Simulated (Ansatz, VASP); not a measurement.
## Two plane-wave programs on SnO

INCAR

```
  ALGO = Normal
  EDIFF = 1E-7
  ENCUT = 520
  GGA = PE
  ISIF = 2
  ISMEAR = -1
  LASPH = T
  LCHARG = F
  LREAL = F
  LWAVE = F
  NBANDS = 17
  NELM = 60
  PREC = Accurate
  SIGMA = 0.05
```

The input KPOINTS:

```
k-points
0
Gamma
  9 9 9
```

Contents of POSCAR:

```
SnO
1.0
    3.1731443316      0.0000000000      0.0000000000
    0.0000000000      3.1731443316      0.0000000000
    0.0000000000      0.0000000000      3.1731443316
Sn O
1 1
Direct
    0.0000000000      0.0000000000      0.0000000000
    0.5000000000      0.5000000000      0.5000000000
```

Contents of input.yaml:

```yaml
crystal:
  lattice:
    - [3.1731443316, 0.0, 0.0]
    - [0.0, 3.1731443316, 0.0]
    - [0.0, 0.0, 3.1731443316]
  atoms:
    - { symbol: Sn, position: [0.0, 0.0, 0.0] }
    - { symbol: O, position: [0.5, 0.5, 0.5] }
hamiltonian:
  xc: pbe
  pseudopotentials: { kind: paw }
kpoints:
  mp_grid: { grid: [9, 9, 9] }
scf:
  occupations: { method: fermi_dirac, width: 0.05 }
output:
  forces: true
  stress: true
  eigenvalues: true
```

Change from the starting cell: volume scaled by 1.04.

Alike in both runs: task single point; functional PBE; k mesh 9 × 9 × 9; occupations fermi-dirac, width 0.05 eV; no spin polarisation.

|  | VASP | Ansatz |
| --- | --- | --- |
| version | VASP 6.6.1 | Ansatz 0.2.0 |
| potentials or method | VASP PAW PBE potentials, release 64 (Sn_d, O) | Ansatz PAW |
| plane-wave cutoff (eV) | 520 | 420 |
| valence electrons in the cell | 20 | 20 |

Ansatz gave:

```
gap on the k mesh at the Fermi level (eV) : 0.56
least direct gap on the mesh (eV)         : 0.86
pressure (GPa)                            : -3.6
```

**Question.** Which values does VASP return?

**Answer.** gap on the k mesh at the Fermi level (eV): 0.56; least direct gap on the mesh (eV): 0.86; pressure (GPa): -3.7.

Caveats: spin-orbit coupling is left out, which moves the levels of the heavy elements; an odd mesh through Γ misses points on the zone boundary, where band edges often lie (VASP); odd divisions of the mesh miss points on the zone boundary, where band edges often lie, so the gap on the mesh can be too wide (Ansatz); the pressure holds a Pulay correction of +0.5 GPa for the finite cutoff (Ansatz).
